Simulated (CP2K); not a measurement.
Write the native input for CP2K 2026.2 that does the following.

```yaml
Task: single point
Functional: PBE
Potentials_or_basis: GTH_POTENTIALS Ga GTH-PBE-q13, As GTH-PBE-q5; DZVP-MOLOPT-SR-GTH basis
Density_cutoff: 6123 eV
k_mesh: 7 × 7 × 6
Occupations: fermi-dirac, width 0.05 eV
Spin: no spin polarisation
SCF_solver: diagonalisation with k points
Quickstep_method: GPW
EPS_DEFAULT: 1.0E-9
EPS_SCF: 1.0E-6
MAX_SCF: 100
SCF_GUESS: ATOMIC
k_points_reduced_by_the_point_group: yes
Mesh_centred_on_Gamma: yes
CHOLESKY: OFF
EPS_EIGVAL: 1.0E-7
MIXING_METHOD: BROYDEN_MIXING
MIXING_ALPHA: 0.4
NBUFFER: 8
NGRIDS: 4
Basis_sets: Ga DZVP-MOLOPT-SR-GTH-q13, As DZVP-MOLOPT-SR-GTH-q5
Potentials: Ga GTH-PBE-q13 of GTH_POTENTIALS, As GTH-PBE-q5 of GTH_POTENTIALS
ADDED_MOS: "[10]"
REL_CUTOFF_Ry: 60 Ry
MIXING_BETA_1/bohr: 1.5 1/bohr
CUTOFF_of_the_grids: 450 Ry
```

The system is GaAs.

```
Ga As
1.0
     3.60640    0.00000    0.00000
    -1.80320    3.12324    0.00000
     0.00000    0.00000    3.57319
Ga As
1 1
Direct
  0.33333 0.66667 0.50000
  0.00000 0.00000 0.00000
```

The cell was built by a generator and needn't be a form met in nature.

One way to write it, as run:

gaas_scf.inp

```
&GLOBAL
  PROJECT gaas_scf
  RUN_TYPE ENERGY_FORCE
  PRINT_LEVEL LOW
&END GLOBAL
&FORCE_EVAL
  METHOD QS
  STRESS_TENSOR ANALYTICAL
  &DFT
    BASIS_SET_FILE_NAME BASIS_MOLOPT
    POTENTIAL_FILE_NAME GTH_POTENTIALS
    &MGRID
      CUTOFF 450
      REL_CUTOFF 60
      NGRIDS 4
    &END MGRID
    &QS
      METHOD GPW
      EPS_DEFAULT 1.0E-9
    &END QS
    &KPOINTS
      SCHEME MONKHORST-PACK 7 7 6
      GAMMA_CENTERED T
      SYMMETRY T
      SYMMETRY_BACKEND SPGLIB
    &END KPOINTS
    &SCF
      SCF_GUESS ATOMIC
      EPS_SCF 1.0E-6
      MAX_SCF 100
      ADDED_MOS 10
      CHOLESKY OFF
      EPS_EIGVAL 1.0E-7
      &DIAGONALIZATION ON
        ALGORITHM STANDARD
      &END DIAGONALIZATION
      &MIXING ON
        METHOD BROYDEN_MIXING
        ALPHA 0.4
        BETA 1.5
        NBUFFER 8
      &END MIXING
      &SMEAR ON
        METHOD FERMI_DIRAC
        ELECTRONIC_TEMPERATURE 580.23
      &END SMEAR
    &END SCF
    &XC
      &XC_FUNCTIONAL PBE
      &END XC_FUNCTIONAL
    &END XC
    &PRINT
      &KPOINTS ON
      &END KPOINTS
      &MULLIKEN ON
      &END MULLIKEN
      &MO ON
        ENERGIES T
        OCCUPATION_NUMBERS T
        &EACH
          QS_SCF 0
        &END EACH
        ADD_LAST NUMERIC
      &END MO
    &END PRINT
  &END DFT
  &SUBSYS
    &CELL
      A 3.6064012100 0.0000000000 0.0000000000
      B -1.8032006000 3.1232350600 0.0000000000
      C 0.0000000000 0.0000000000 3.5731941600
      PERIODIC XYZ
    &END CELL
    &COORD
      SCALED
      Ga  0.3333333300 0.6666666700 0.5000000000
      As  0.0000000000 0.0000000000 0.0000000000
    &END COORD
    &KIND Ga
      BASIS_SET DZVP-MOLOPT-SR-GTH-q13
      POTENTIAL GTH-PBE-q13
    &END KIND
    &KIND As
      BASIS_SET DZVP-MOLOPT-SR-GTH-q5
      POTENTIAL GTH-PBE-q5
    &END KIND
    &PRINT
      &ATOMIC_COORDINATES ON
      &END ATOMIC_COORDINATES
      &CELL ON
      &END CELL
    &END PRINT
  &END SUBSYS
  &PRINT
    &FORCES ON
    &END FORCES
    &STRESS_TENSOR ON
    &END STRESS_TENSOR
  &END PRINT
&END FORCE_EVAL
```

Potentials or basis: GTH_POTENTIALS Ga GTH-PBE-q13, As GTH-PBE-q5; DZVP-MOLOPT-SR-GTH basis.

The run is started by

```sh
$ OMP_NUM_THREADS=4 cp2k.psmp -i gaas_scf.inp -o gaas_scf.out
```

It gave:

* Pressure: -0.2 GPa
* Band gap on the k mesh: none (metal or under the smearing width)
* Mulliken charges: Ga +0.18; As -0.18 e

Caveat: Mulliken charges move with the basis; the basis of atomic orbitals isn't converged, which shifts pressures, moduli and gaps.

It took 11 s on 4 threads of Intel(R) Xeon(R) 6975P-C (Granite Rapids) (shared host), peak memory 0.28 GiB.
